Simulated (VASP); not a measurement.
# Al, self-consistent run: which settings are enough?

Al, Fm-3m (no. 225), 1 atom in the cell. PBE; PAW potentials Al (PBE set). VASP 6.6.1.

Wanted: energy within 1 meV/atom; forces within 0.005 eV/Å; pressure within 0.1 GPa.

POSCAR:
```
Al
1.0
    0.0000000000      2.0248050000      2.0248050000
    2.0248050000      0.0000000000      2.0248050000
    2.0248050000      2.0248050000      0.0000000000
Al
1
Direct
    0.0000000000      0.0000000000      0.0000000000
```

## One numerical tag moved

| One numerical tag moved | Energy less reference (meV/atom) | Forces, largest deviation (eV/Å) | Pressure (GPa) | SCF iterations | Time (s) |
|---|---|---|---|---|---|
| default | 0.0 | 0.0000 | -0.18 | 11 | 2.0 |
| LMAXPAW = 0 | 0.0 | 0.0000 | -0.18 | 11 | 2.0 |
| DEPER = 0.6 | 0.0 | 0.0000 | -0.18 | 11 | 2.1 |
| EBREAK = 0.0001 | 0.0 | 0.0000 | -0.18 | 10 | 1.9 |
| DEPER = 0.05 | 0.0 | 0.0000 | -0.18 | 11 | 2.4 |
| NDAV = 2 | 0.0 | 0.0000 | -0.18 | 11 | 2.1 |
| LMAXPAW = -1 | 0.1 | 0.0000 | -0.22 | 10 | 1.9 |
| NBLK = 64 | 0.0 | 0.0000 | -0.18 | 11 | 2.2 |
| LASYNC = T | 0.0 | 0.0000 | -0.18 | 11 | 2.2 |

Chosen: default; no other choice that stays within half of the tolerance saves 30 % of the time.

## The input

INCAR:
```
  ALGO = Normal
  EDIFF = 1E-7
  ENCUT = 520
  ISIF = 2
  ISMEAR = 1
  LASPH = True
  LCHARG = False
  LREAL = False
  LWAVE = False
  NELM = 100
  PREC = Accurate
  SIGMA = 0.1
```

KPOINTS:
```
k-points
0
Gamma
  9 9 9
```

Commands:
```
cat potpaw_PBE.64/Al/POTCAR > POTCAR
mpirun -np 1 vasp_std > vasp.out
```

The chosen input took VASP 6.6.1 2.0 s on 1 core (AMD EPYC 9R45 (Zen 5)), a shared host.
